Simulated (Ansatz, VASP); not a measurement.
This is a calculation of BP for VASP 6.6.1.

The input INCAR:

```
PREC     = Accurate       # precision mode
ENCUT    = 520            # plane-wave cutoff, eV
EDIFF    = 1E-7           # SCF threshold, eV
ISMEAR   = -1             # smearing method
SIGMA    = 0.04           # smearing width, eV
LREAL    = False          # projectors in reciprocal space
LASPH    = True           # aspherical terms in the spheres
NELM     = 100            # most SCF steps
ALGO     = Normal         # electronic algorithm
ISIF     = 2              # what is computed and relaxed
LWAVE    = False          # write WAVECAR
LCHARG   = True           # write CHGCAR
GGA      = PE             # functional
LELF     = True           # ELF
LVHAR    = True         
NBANDS   = 11             # bands
```

File KPOINTS:

```
Automatic mesh
0
Gamma
  6 6 6
```

File POSCAR:

```
BP
1.0
    0.0000000000      2.2690000000      2.2690000000
    2.2690000000      0.0000000000      2.2690000000
    2.2690000000      2.2690000000      0.0000000000
P B
1 1
Direct
    0.7500000000      0.7500000000      0.7500000000
    0.0000000000      0.0000000000      0.0000000000
```

Potentials or basis: VASP PAW PBE potentials, release 64 (P, B).

The run is started by

```console
$ cat potpaw_PBE.64/P/POTCAR potpaw_PBE.64/B/POTCAR > POTCAR
$ mpirun -np 1 vasp_std > vasp.out
```

Q: Translate it to Ansatz 0.2.0. Potentials there: all-electron LAPW, scalar-relativistic.

A: As run (the cutoff follows the program's own potentials):

File input.yaml:

```yaml
crystal:
  lattice:
    - [0.0, 2.269, 2.269]
    - [2.269, 0.0, 2.269]
    - [2.269, 2.269, 0.0]
  atoms:
    - { symbol: P, position: [0.75, 0.75, 0.75] }
    - { symbol: B, position: [0.0, 0.0, 0.0] }
kpoints:
  mp_grid: { grid: [6, 6, 6] }
scf:
  occupations: { method: fermi_dirac, width: 0.04 }
hamiltonian:
  xc: pbe
  pseudopotentials: { kind: all_electron, lapw: { basis_error: 0.002 } }
output:
  forces: true
  stress: true
  eigenvalues: true
```

Potentials or basis: all-electron LAPW, scalar-relativistic.

Launch:

```console
$ ansatz run input.yaml --threads 1 --pin off --max-ram 3072MiB --backend cpu --events-out ev --progress --plain --runs-dir out
```

Both were run:

|  | VASP | Ansatz | Ansatz less VASP |
| --- | --- | --- | --- |
| gap on the k mesh at the Fermi level (eV) | 1.33 | 1.34 | +0.008 |
| least direct gap on the mesh (eV) | 3.40 | 3.40 | +0.006 |
| pressure (GPa) | 1.0 | 1.2 | +0.20 |

Ansatz ran all-electron here, so the differences hold the error of VASP's frozen core and of both bases.

A k mesh can miss the band edges. Expect the measured gap to be larger: semilocal functionals such as PBE lack the derivative discontinuity.
